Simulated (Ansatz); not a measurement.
The following input was run with Ansatz 0.2.0.

```yaml
crystal:
  lattice:
    - [-2.0492933294, 2.0492933294, 4.5032295919]
    - [2.0492933294, -2.0492933294, 4.5032295919]
    - [2.0492933294, 2.0492933294, -4.5032295919]
  atoms:
    - { symbol: Sc, position: [0.0, 0.0, 0.0] }
    - { symbol: Al, position: [0.75, 0.25, 0.5] }
    - { symbol: Al, position: [0.25, 0.75, 0.5] }
    - { symbol: Al, position: [0.5, 0.5, 0.0] }
basis:
  ecutwfc: 420
kpoints:
  mp_grid: { grid: [14, 14, 14] }
hamiltonian:
  xc: pbe
scf:
  occupations: { method: gaussian, width: 0.1 }
output:
  forces: true
  stress: true
  eigenvalues: true
  write_density: true
  write_potential: true
  elf: true
  volumetric_format: npy
relax:
  adjacent_minimum: "off"
  f_tol: 0.01
  max_steps: 30
  cell: { stress_tol: 0.1, fix: [volume] }
```

Command:
```bash
ansatz run input.yaml --threads 1 --pin off --max-ram 2560MiB --backend cpu --events-out ev --progress --plain --runs-dir out
```

Theory: DFT PBE, scalar-relativistic, plane waves, PAW in Ansatz.

From the run's log, abridged:

```
Pseudopotentials: kind: paw
Pseudopotential: Sc, paw, valence charge 11, recommended cutoff 420 eV (normal)
Pseudopotential: Al, paw, valence charge 3, recommended cutoff 420 eV (normal)
Functional definition: PBE
Crystal: 4 atoms, lattice volume = 75.647 Å³
Basis set: ecut = 420 eV, 1467 PW (Γ), exchange–correlation on 72×72×72 points (8 copies of the dense FFT grid, shifted against one another)
Bands: 14, of which v1, the nominal top of the filled ones, is band 10 counted from 1 (9 counted from 0)
Symmetry: 16 space group operations
Space group: I4/mmm (ITA 139), of the structure as read, at distance tolerance 4.2e-5 Å
k-points: 244 of 2744
Initial density: superposition of atomic densities (neutral atoms: chi_scale 0, normalization atom), corrected by the library's trained network
Initial wavefunctions: pseudopotential atomic-orbital guess
Functional: x = pbe(κ = 0.804, μ = 0.21951497), c = pbe(β = 0.06672455)
SCF iter   1: F=—  HF=-3749.721139 eV  |F-HF|=—  |Δ(HF+E_count)|=         —  Δρ=3.07e-3  dr2=1.44e-2  ethr=1.77e-3  ⟨swp⟩=5.6  Hψ=20505  notcnv=0
SCF iter   2: F=—  HF=-3749.717943 eV  |F-HF|=—  |Δ(HF+E_count)|=   3.20e-3  Δρ=1.25e-3  dr2=2.08e-3  ethr=7.22e-5  ⟨swp⟩=1.5  Hψ=5530  notcnv=0
SCF iter   3: F=—  HF=-3749.717524 eV  |F-HF|=—  |Δ(HF+E_count)|=   4.20e-4  Δρ=5.91e-4  dr2=4.71e-4  ethr=1.04e-5  ⟨swp⟩=1.6  Hψ=3790  notcnv=0
SCF iter   4: F=—  HF=-3749.717408 eV  |F-HF|=—  |Δ(HF+E_count)|=   1.16e-4  Δρ=7.67e-5  dr2=7.60e-6  ethr=2.36e-6  ⟨swp⟩=2.2  Hψ=4516  notcnv=0
SCF iter   5: F=—  HF=-3749.717407 eV  |F-HF|=—  |Δ(HF+E_count)|=   1.57e-7  Δρ=2.01e-5  dr2=2.94e-7  ethr=3.80e-8  ⟨swp⟩=2.1  Hψ=4834  notcnv=0
SCF iter   6: F=-3749.717407 eV  HF=-3749.717407 eV  |F-HF|=4.32e-9  |Δ(HF+E_count)|=   1.34e-8  Δρ=2.82e-6  dr2=8.32e-9  ethr=5.00e-10  ⟨swp⟩=8.5  Hψ=20880  notcnv=0
SCF 1 converged in 6 iterations: F = -3749.717407 eV  dr2 = 8.32e-9
relax step   1: F+E_penalty+E_count = -3749.71740746 eV  Δ(F+E_penalty+E_count) = +0.000e0 eV  max|allowed force component| = 5.204e-18 eV/Å  Δτ_max = 0.0000 Å  P = -4.260 GPa  Ω = 75.647 Å³  fix = [volume]  reactions: volume -4.260 GPa (6 SCF iters, dr2 threshold 1.00e-7 eV, accepted)
Initial density: handed on by an earlier stage of this run
Initial wavefunctions: pseudopotential atomic-orbital guess (no wavefunctions were taken with the density)
SCF iter   1: F=—  HF=-3749.717406 eV  |F-HF|=—  |Δ(HF+E_count)|=         —  Δρ=2.64e-6  dr2=6.75e-9  ethr=9.03e-9  ⟨swp⟩=3.1  Hψ=29272  notcnv=0
SCF iter   2: F=—  HF=-3749.717407 eV  |F-HF|=—  |Δ(HF+E_count)|=   9.95e-7  Δρ=1.54e-6  dr2=1.98e-9  ethr=3.37e-11  ⟨swp⟩=2.0  Hψ=5233  notcnv=0
SCF iter   3: F=—  HF=-3749.717407 eV  |F-HF|=—  |Δ(HF+E_count)|=  3.46e-11  Δρ=4.74e-7  dr2=1.68e-10  ethr=9.92e-12  ⟨swp⟩=1.8  Hψ=4155  notcnv=0
SCF iter   4: F=-3749.717407 eV  HF=-3749.717407 eV  |F-HF|=9.09e-13  |Δ(HF+E_count)|=  8.19e-12  Δρ=8.04e-8  dr2=5.94e-12  ethr=1.00e-12  ⟨swp⟩=5.4  Hψ=14354  notcnv=0
SCF 2 converged in 4 iterations: F = -3749.717407 eV  dr2 = 5.94e-12
SCF converged after 4 iterations
Free energy (F): -3749.717407 eV
Harris-Foulkes:  -3749.717407 eV  (|F-HF|=9.09e-13)
Internal energy: -3749.705959 eV  (E = F + TS)
E sigma→0 (E₀):  -3749.711683 eV
Entropy (-TS):   -0.011448 eV (-2.862 meV/atom)
Fermi energy:    7.810421 eV
--- Per-component energies (eV) ---
  E_band       = -147.781216
  E_kinetic    = 326.735903
  E_local      = -1043.028176  (includes V_loc(G=0)·N_el)
  E_nonlocal   = 113.830899
  E_hartree    = 398.346319
  E_xc         = -222.506438
  E_vxc        = -214.710414  (∫ρ·V_xc dr)
  E_paw        = -2357.592941  (= ΣΔE_a)
  E_vpaw       = -127.302031  (= ΣTr[D̂ρ^β])
  E_aug_tail   = 0.000004  (compensation charges beyond the density's cutoff)
  E_ewald      = -965.491529
  E_smearing   = -0.011448  (= −TS)
--- Forces (eV/Å), atoms counted from 1 ---
  atom   1  Sc     0.00000000     0.00000000     0.00000000
  atom   2  Al     0.00000000     0.00000000     0.00000000
  atom   3  Al     0.00000000     0.00000000     0.00000000
  atom   4  Al     0.00000000     0.00000000     0.00000000
--- Stress (GPa, compression-positive) ---
       -4.297424       0.000000       0.000000
        0.000000      -4.297424       0.000000
        0.000000       0.000000      -4.185235
  P = ⅓ Tr σ = -4.2600 GPa (-42.600 kbar)
--- Band table (eV; the first three rows and the last of 244) ---
  k-point 0: bands = ["-41.2823", "-19.9528", "-19.9378", "-19.9378", "-1.3168", "5.2744", "5.6419", "6.8647", "6.8647", "7.0201", "8.9300", "9.2950", "9.2950", "9.4623"]
  k-point 1: bands = ["-41.2821", "-19.9526", "-19.9391", "-19.9389", "-1.2239", "5.3479", "5.5884", "6.4211", "6.8355", "6.8505", "8.5199", "9.4852", "9.5201", "9.9249"]
  k-point 2: bands = ["-41.2818", "-19.9521", "-19.9427", "-19.9420", "-0.9477", "5.4285", "5.5372", "5.6600", "6.4945", "6.8020", "7.5811", "9.9952", "10.1665", "10.1791"]
  k-point 243: bands = ["-41.2822", "-19.9565", "-19.9382", "-19.9382", "0.1385", "0.9913", "6.0932", "6.8460", "6.8460", "8.0346", "9.2436", "9.2436", "9.6181", "11.2245"]
--- Relaxed structure (1 steps of the walk, 1 accepted, 1 SCFs on fresh bases) ---
  F+E_penalty+E_count = -3749.71740747 eV   max|allowed force component| = 6.939e-18 eV/Å   (the final SCF, on the basis selected at the relaxed cell)
  cell:  # Å, volume = 75.6471 Å³
    - [-2.0492933294, 2.0492933294, 4.5032295919]
    - [2.0492933294, -2.0492933294, 4.5032295919]
    - [2.0492933294, 2.0492933294, -4.5032295919]
  atoms:
    - { symbol: Sc, position: [0.0, 0.0, 0.0] }
    - { symbol: Al, position: [0.75, 0.25, 0.5] }
    - { symbol: Al, position: [0.25, 0.75, 0.5] }
    - { symbol: Al, position: [0.5, 0.5, 0.0] }
```

The relaxation met its thresholds.

It took 37 s on 1 thread of Arm Neoverse V1, on a shared host, peak memory 0.54 GiB.